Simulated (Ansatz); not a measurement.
# ZrC (P6_3/mmc) in Ansatz: band structure with HSE06

Aim: the band structure of ZrC with HSE06.

Everything below comes from runs of Ansatz 0.2.0. Logs are shortened: lines on timing, memory, paths and dates and some standing lists are left out, and cuts for length are marked.

## 1. The structure

The structure is hexagonal, space group P6_3/mmc (No. 194). The conventional cell has a = 3.391 Å, b = 3.391 Å, c = 5.290 Å, α = 90.00°, β = 90.00°, γ = 120.00°. Zr (site symmetry -6m2) is surrounded by 6 C at 2.36 Å. C (site symmetry -3m) has 6 Zr at 2.36 Å and 2 C at 2.65 Å as nearest neighbours.

The cell comes from a database or a generator and needn't be the stable form of this composition.

## 2. Band structure, HSE06

Input file input:

```
crystal:
  lattice:
    - [3.3914762718, 0.0, 0.0]
    - [-1.6957381359, 2.9371046077, 0.0]
    - [0.0, 0.0, 5.290053]
  atoms:
    - { symbol: Zr, position: [0.6666666667, 0.3333333333, 0.75] }
    - { symbol: Zr, position: [0.3333333333, 0.6666666667, 0.25] }
    - { symbol: C, position: [0.0, 0.0, 0.5] }
    - { symbol: C, position: [0.0, 0.0, 0.0] }
hamiltonian:
  xc: hse06
  pseudopotentials: { kind: paw }
kpoints:
  mp_grid: { grid: [6, 6, 4] }
  band_path:
    path:
      - [[0.0, 0.0, 0.0], [0.5, 0.0, 0.0], [0.3333333333, 0.3333333333, 0.0], [0.0, 0.0, 0.0], [0.0, 0.0, 0.5], [0.5, 0.0, 0.5], [0.3333333333, 0.3333333333, 0.5], [0.0, 0.0, 0.5]]
      - [[0.5, 0.0, 0.5], [0.5, 0.0, 0.0]]
      - [[0.3333333333, 0.3333333333, 0.0], [0.3333333333, 0.3333333333, 0.5]]
    npoints: 4
scf:
  occupations: { method: fermi_dirac, width: 0.05 }
  n_extra_bands: 10
output:
  forces: true
  stress: true
  eigenvalues: true
  fatbands: false
  write_density: true
  write_potential: true
  elf: true
  volumetric_format: npy
```

Potentials or basis: Ansatz PAW.

Standard output:

```text
Warning: output.stress: scf.convergence.dr2_threshold = 1e-7 eV (the SCF's general default) is looser than the 4e-10 eV advised for a printed stress (1e-10 eV for each atom of the cell: 4). What an SCF threshold leaves in a stress goes as its square root, and in the free energy as the threshold itself, and one threshold admits the most on a small cell: of the crystals measured, under no hybrid functional and no lock of the moments, on runs that ended without the residual-converged pass, on stresses that held no estimate of that error, the worst erred by over 100 MPa in a component at 1e-7 eV an atom and by under 5 at 1e-10. Set scf.convergence.dr2_threshold to 4e-10 eV or tighter. The threshold is an SCF's pass mark: one that does not reach it within its budget of iterations ends unconverged, or closes short of it on a stop that the run arms, and scf.convergence.dr2_threshold's page says what that costs each kind of run
Warning: output.stress: scf.exx.energy_threshold = 1e-6 eV is looser than the 4e-8 eV advised for a stress under a hybrid functional (1e-8 eV for each atom of the cell: 4). Every SCF of the exchange loop can meet its threshold on dr2 while the loop round them stops early: no threshold on dr2 bounds what that leaves in the stress. Set scf.exx.energy_threshold to 4e-8 eV or tighter. The threshold is the loop's pass mark: a loop that does not reach it within its budget of cycles ends unconverged, and scf.exx.energy_threshold's page has the law
scf.n_extra_bands = 10 over 16 filled bands (N_el = 32.0): the run solves 26 bands
GPUs: using 1 of 1 available (devices: 1).
Engine: ansatz 0.2.0, x86_64-unknown-linux-gnu
Pseudopotentials: kind: paw
Pseudopotential: Zr, paw, valence charge 12, recommended cutoff 420 eV (normal), Zr.paw.azcp
Pseudopotential: C, paw, valence charge 4, recommended cutoff 420 eV (normal), C.paw.azcp
Functional definition: HSE06
  parameter a = 0.25
  parameter omega = 0.11/bohr
  exchange = pbe_x - a*pbe_x_sr(omega) + a*exact_x_sr(omega)
  correlation = pbe_c
device memory: the entry about to start is reckoned to put 0.7 GiB on a device that reports 39.9 GiB free (of which the cap on the GPU budget leaves the run 18.0 GiB)
GPU FFT provider: cuFFT
GPU libraries: cuBLAS 13.8.2, cuFFT 12.4.0, cuSOLVER 12.3.4
Crystal: 4 atoms, lattice volume = 52.695 Å³
Basis set: ecut = 420 eV, 1049 PW (Γ), exchange–correlation on 48×48×72 points (8 copies of the dense FFT grid, shifted against one another)
Bands: 26, of which v1, the nominal top of the filled ones, is band 16 counted from 1 (15 counted from 0)
Symmetry: 24 space group operations
Space group: P63/mmc (ITA 194), of the structure as read, at distance tolerance 3.7e-5 Å
k-points: 21 of 144
Non-local potential: Zr, projectors of the file, l = 0: 3, l = 1: 2, l = 2: 2, l = 3: 2
Non-local potential: C, projectors of the file, l = 0: 2, l = 1: 2, l = 2: 1
PAW form: soft (Blöchl's): semilocal exchange-correlation on the pseudo side does not see the compensation charge
PAW frozen core: Zr, regenerated for the run's functional, and the local potential with it (the file was generated under x = pbe(κ = 0.804, μ = 0.2195149727645171), c = pbe(β = 0.06672455060314922))
PAW frozen core: C, regenerated for the run's functional, and the local potential with it (the file was generated under x = pbe(κ = 0.804, μ = 0.2195149727645171), c = pbe(β = 0.06672455060314922))
PAW one-centre angular grid: Zr, 590 points (default); XC on 64 Gauss nodes
PAW one-centre angular grid: C, 110 points (default); XC on 64 Gauss nodes
Initial density: superposition of atomic densities (neutral atoms: chi_scale 0, normalization atom), corrected by the library's trained network
Initial wavefunctions: pseudopotential atomic-orbital guess
GPU buffer pool allocated for 20736 grid points (all kernels)
GPU transforms: local potential and band sums: pruned to the plane-wave sphere, on 24×24×36
Functional: x = pbe(κ = 0.804, μ = 0.2195149727645171), c = pbe(β = 0.06672455060314922), warm-up for x = pbe(κ = 0.804, μ = 0.2195149727645171) + 0.25 (exact − pbe) at short range (hse, ω = 0.20786987370883472 Å⁻¹), c = pbe(β = 0.06672455060314922); HSE06 as pw.x's `hse` composes it (authors' and Libxc's form: `xc: wpbeh`)
SCF iter   1: F=—  HF=-8872.315721 eV  |F-HF|=—  |Δ(HF+E_count)|=         —  Δρ=6.63e-3  dr2=1.32e-2  ethr=1.77e-3  ⟨swp⟩=5.2  Hψ=2206  notcnv=0
preconditioner: auto → none  [insulator: Δε(μ)=0.160 eV  Ē_g=18.523 eV  σ=0.050 eV  W_gap=0.66  n_scr=22 (ndim 8)  ℏωp=27.1 eV  f_vac=0.000  D(μ)=1.06/eV (n_scr^D=2)]
SCF iter   2: F=—  HF=-8872.315251 eV  |F-HF|=—  |Δ(HF+E_count)|=   4.71e-4  Δρ=2.92e-3  dr2=1.87e-3  ethr=4.13e-5  ⟨swp⟩=3.1  Hψ=1120  notcnv=0
iter 3 solved again at ethr=1.02e-7 eV; its pass at ethr=5.84e-6 eV (dr2=3.25e-5 eV) is discarded
SCF iter   3: F=—  HF=-8872.315662 eV  |F-HF|=—  |Δ(HF+E_count)|=   4.11e-4  Δρ=4.58e-4  dr2=3.34e-5  ethr=1.02e-7  ⟨swp⟩=3.2  Hψ=2050  notcnv=0
SCF iter   4: F=—  HF=-8872.315687 eV  |F-HF|=—  |Δ(HF+E_count)|=   2.53e-5  Δρ=4.58e-5  dr2=8.56e-7  ethr=1.02e-7  ⟨swp⟩=3.0  Hψ=934  notcnv=0
SCF iter   5: F=—  HF=-8872.315688 eV  |F-HF|=—  |Δ(HF+E_count)|=   1.51e-7  Δρ=9.53e-6  dr2=4.62e-8  ethr=2.67e-9  ⟨swp⟩=2.6  Hψ=915  notcnv=0
SCF iter   6: F=-8872.315688 eV  HF=-8872.315688 eV  |F-HF|=5.46e-11  |Δ(HF+E_count)|=   3.49e-9  Δρ=1.26e-6  dr2=4.57e-10  ethr=1.45e-10  ⟨swp⟩=3.1  Hψ=1081  notcnv=0
[... 16 lines left out ...]
SCF iter   3: F=—  HF=-8877.045626 eV  |F-HF|=—  |Δ(HF+E_count)|=   3.97e-3  Δρ=1.84e-3  dr2=3.24e-3  ethr=4.99e-5  ⟨swp⟩=3.0  Hψ=1287  notcnv=0
SCF iter   4: F=—  HF=-8877.056564 eV  |F-HF|=—  |Δ(HF+E_count)|=   1.09e-2  Δρ=1.61e-3  dr2=1.65e-3  ethr=5.60e-6  ⟨swp⟩=3.8  Hψ=1299  notcnv=0
SCF iter   5: F=—  HF=-8877.056073 eV  |F-HF|=—  |Δ(HF+E_count)|=   4.91e-4  Δρ=5.63e-4  dr2=2.18e-4  ethr=4.96e-6  ⟨swp⟩=2.6  Hψ=913  notcnv=0
SCF iter   6: F=—  HF=-8877.056025 eV  |F-HF|=—  |Δ(HF+E_count)|=   4.81e-5  Δρ=9.31e-5  dr2=1.59e-5  ethr=4.87e-7  ⟨swp⟩=2.9  Hψ=942  notcnv=0
SCF iter   7: F=-8877.056170 eV  HF=-8877.056179 eV  |F-HF|=9.00e-6  |Δ(HF+E_count)|=   1.55e-4  Δρ=1.71e-4  dr2=1.23e-5  ethr=7.69e-9  ⟨swp⟩=4.5  Hψ=2050  notcnv=0
SCF 2 stopped early in 7 iterations: F = -8877.056170 eV  dr2 = 1.23e-5
hybrid outer 1: dexx = +1.279e-2 eV, tail = 3.91e-5 eV
GPU FFT provider: cuFFT
GPU libraries: cuBLAS 13.8.2, cuFFT 12.4.0, cuSOLVER 12.3.4
GPU buffer pool allocated for 20736 grid points (all kernels)
GPU transforms: local potential and band sums: pruned to the plane-wave sphere, on 24×24×36
Exchange kernel: α = 0.2500, screened, ω = 0.2079 Å⁻¹, Wigner–Seitz truncation, v(0) = 1045.3950 eV·Å³, q-mesh 6×6×4, nearest image of the exchange supercell L = 20.35 Å, pair-density grid 20×20×30, without the augmentation charges, whose exchange is taken in its separable form by FFT convolution over the k-point mesh (sized by the pseudopotential files, 20×20×36 at the most), smooth part of the exact exchange by density-matrix convolution in up to 2.97 GiB of GPU memory as planned if the GPU has room (build and FFT work areas not counted)
Frozen-core exchange: fock
SCF iter   1: F=—  HF=-8877.056174 eV  |F-HF|=—  |Δ(HF+E_count)|=         —  Δρ=7.44e-5  dr2=3.80e-6  ethr=6.11e-7  ⟨swp⟩=3.3  Hψ=1143  notcnv=0
preconditioner: auto → none  [insulator: Δε(μ)=0.219 eV  Ē_g=10.682 eV  σ=0.050 eV  W_gap=0.71  n_scr=22 (ndim 8)  ℏωp=20.5 eV  f_vac=0.000  D(μ)=0.72/eV (n_scr^D=2)]
SCF iter   2: F=—  HF=-8877.056173 eV  |F-HF|=—  |Δ(HF+E_count)|=   7.65e-7  Δρ=1.56e-5  dr2=1.24e-7  ethr=9.53e-9  ⟨swp⟩=3.1  Hψ=1041  notcnv=0
SCF iter   3: F=—  HF=-8877.056173 eV  |F-HF|=—  |Δ(HF+E_count)|=   4.69e-7  Δρ=1.73e-5  dr2=2.63e-7  ethr=9.21e-11  ⟨swp⟩=4.4  Hψ=1687  notcnv=0
SCF iter   4: F=-8877.056173 eV  HF=-8877.056173 eV  |F-HF|=7.28e-11  |Δ(HF+E_count)|=   6.74e-8  Δρ=7.32e-7  dr2=9.35e-10  ethr=9.21e-11  ⟨swp⟩=3.3  Hψ=1061  notcnv=0
SCF 3 converged in 4 iterations: F = -8877.056173 eV  dr2 = 9.35e-10
  Residual-converged pass: ⟨swp⟩=3.0  Hψ=1096  notcnv=0  max |occ|·‖R‖ = 2.4e-6 eV (tolerance 2.4e-6 eV)  dr2=9.59e-10  dr2_onsite=8.89e-12  max |Δocc| = 2.3e-12
hybrid outer 2: dexx = +4.730e-7 eV, tail = 5.57e-9 eV, Δε = 1.83e-3 eV (about 3.05e-5 eV left of the loop's levels)
device memory: the entry about to start is reckoned to put 0.5 GiB on a device that reports 39.9 GiB free (of which the cap on the GPU budget leaves the run 18.0 GiB)
NSCF: frozen V_eff on 39 k-points, pencils in batches of 32, up to order 116
hybrid SCF converged: 2 outer / 11 inner (+6 warm-up), last move |dexx| = 4.73e-7 eV, tail = 5.57e-9 eV
Stability not checked: this state was not tested for a lower state beside it, because the functional holds exact exchange (a hybrid, or Hartree-Fock), whose exchange loop this test does not read (fock_operator; see scf.lower_state_search)
Free energy (F): -8877.056173 eV
Frozen-core exchange: fock
Harris-Foulkes:  -8877.056173 eV  (|F-HF|=7.28e-11)
Internal energy: -8877.050352 eV  (E = F + TS)
E sigma→0 (E₀):  -8877.053263 eV
Entropy (-TS):   -0.005821 eV (-1.455 meV/atom)
Fermi energy:    14.740952 eV
--- Per-component energies (eV) ---
  E_band       = -159.496206
  E_kinetic    = 840.688948
  E_local      = -1201.502007  (includes V_loc(G=0)·N_el)
  E_nonlocal   = 205.564498
  E_hartree    = 360.813515
  E_xc         = -339.541365
  E_vxc        = -402.422638  (∫ρ·V_xc dr)
  E_exx        = -80.059333  (= α·E_x^exact, valence–valence)
  E_paw        = -6109.849799  (= ΣΔE_a)
  E_vpaw       = -163.333627  (= ΣTr[D̂ρ^β])
  E_aug_tail   = 0.000059  (compensation charges beyond the density's cutoff)
  E_ewald      = -2552.342236
  E_core_change = -0.822635  (= ΣΔE_core)
  E_smearing   = -0.005821  (= −TS)
  E_closure    = 0.000002  (closes the sum)
  Σ components = -8877.056173   (vs F -8877.056173, Δ=0.00e0)
--- Forces (eV/Å), atoms counted from 1 ---
  atom   1  Zr     0.00000000    -0.00000000    -0.00000000
  atom   2  Zr    -0.00000000     0.00000000     0.00000000
  atom   3  C     -0.00000000     0.00000000     0.00000000
  atom   4  C     -0.00000000     0.00000000    -0.00000000
  max |Σ_I F_I| component: 1.47e-29 eV/Å
--- Stress (GPa, compression-positive) ---
       -7.026035       0.000000      -0.000000
        0.000000      -7.026035      -0.000000
       -0.000000      -0.000000      -3.189514
  P = ⅓ Tr σ = -5.7472 GPa (-57.472 kbar)
--- Band table (eV; the first three rows and the last of 21) ---
  k-point 0: bands = ["-37.0954", "-36.9687", "-14.3373", "-13.5409", "-13.5409", "-13.4453", "-13.4453", "-13.3429", "1.2998", "5.3643", "8.1212", "11.4689", "11.4689", "13.4244", "13.4244", "16.2386", "16.5594", "16.5594", "16.9440", "16.9440", "17.7174", "18.7759", "19.8114", "23.3269", "23.3269", "23.5929"]
  k-point 1: bands = ["-37.0770", "-36.9875", "-14.2023", "-13.5267", "-13.5267", "-13.5003", "-13.4591", "-13.4591", "1.7110", "4.3196", "9.4282", "11.5520", "11.5520", "12.7631", "12.7631", "14.4384", "17.5818", "17.5818", "17.6756", "17.6756", "18.4325", "19.1534", "20.4375", "22.1143", "22.1143", "22.3988"]
  k-point 2: bands = ["-37.0324", "-37.0324", "-13.8625", "-13.8625", "-13.4927", "-13.4927", "-13.4927", "-13.4927", "2.8200", "2.8200", "11.7883", "11.7883", "11.9460", "11.9460", "11.9460", "11.9460", "18.9039", "18.9039", "18.9039", "18.9039", "19.6555", "19.6555", "20.5613", "20.5613", "20.7312", "20.7312"]
  k-point 20: bands = ["-36.9635", "-36.9635", "-14.0962", "-14.0962", "-13.9853", "-13.9853", "-13.4783", "-13.4783", "3.8046", "3.8046", "9.6534", "9.6534", "12.4060", "12.4060", "12.4240", "12.4240", "17.0867", "17.0867", "18.5204", "18.5204", "22.2576", "22.2576", "22.3581", "22.3581", "22.5936", "22.5936"]
```

It took 54 s on 1 × NVIDIA H100 80GB HBM3 with 2 threads of AMD EPYC 7R13 (Zen 3), shared host; peak memory 2.6 GiB.

Results:

* Free energy: -8877.0562 eV
* Pressure: -5.7 GPa
* Band gap on the k mesh: none (metal or under the smearing width)

Levels at the corners of the path, in eV from the Fermi level:
| point | band 13 | band 14 | band 15 | band 16 | band 17 | band 18 | band 19 | band 20 |
| --- | --- | --- | --- | --- | --- | --- | --- | --- |
| Γ | -3.27 | -1.32 | -1.32 | 1.50 | 1.82 | 1.82 | 2.20 | 2.20 |
| M | -3.69 | -3.36 | -1.48 | -1.10 | 2.03 | 4.99 | 5.00 | 5.17 |
| K | -3.97 | -3.70 | -3.70 | 0.98 | 1.51 | 1.51 | 5.22 | 5.22 |
| Γ | -3.27 | -1.32 | -1.32 | 1.50 | 1.82 | 1.82 | 2.20 | 2.20 |
| A | -2.79 | -2.79 | -2.79 | -2.79 | 4.16 | 4.16 | 4.16 | 4.16 |
| L | -2.94 | -2.94 | -2.51 | -2.51 | 1.93 | 1.93 | 4.89 | 4.89 |
| H | -2.33 | -2.33 | -2.32 | -2.32 | 2.35 | 2.35 | 3.78 | 3.78 |
| A | -2.79 | -2.79 | -2.79 | -2.79 | 4.16 | 4.16 | 4.16 | 4.16 |
| L | -2.94 | -2.94 | -2.51 | -2.51 | 1.93 | 1.93 | 4.89 | 4.89 |
| M | -3.69 | -3.36 | -1.48 | -1.10 | 2.03 | 4.99 | 5.00 | 5.17 |
| K | -3.97 | -3.70 | -3.70 | 0.98 | 1.51 | 1.51 | 5.22 | 5.22 |
| H | -2.33 | -2.33 | -2.32 | -2.32 | 2.35 | 2.35 | 3.78 | 3.78 |

Caveat: the PAW data sets come from PBE, with cores solved anew for the run's functional, which leaves a small shift of forces and pressure; the thresholds are loose for stress.
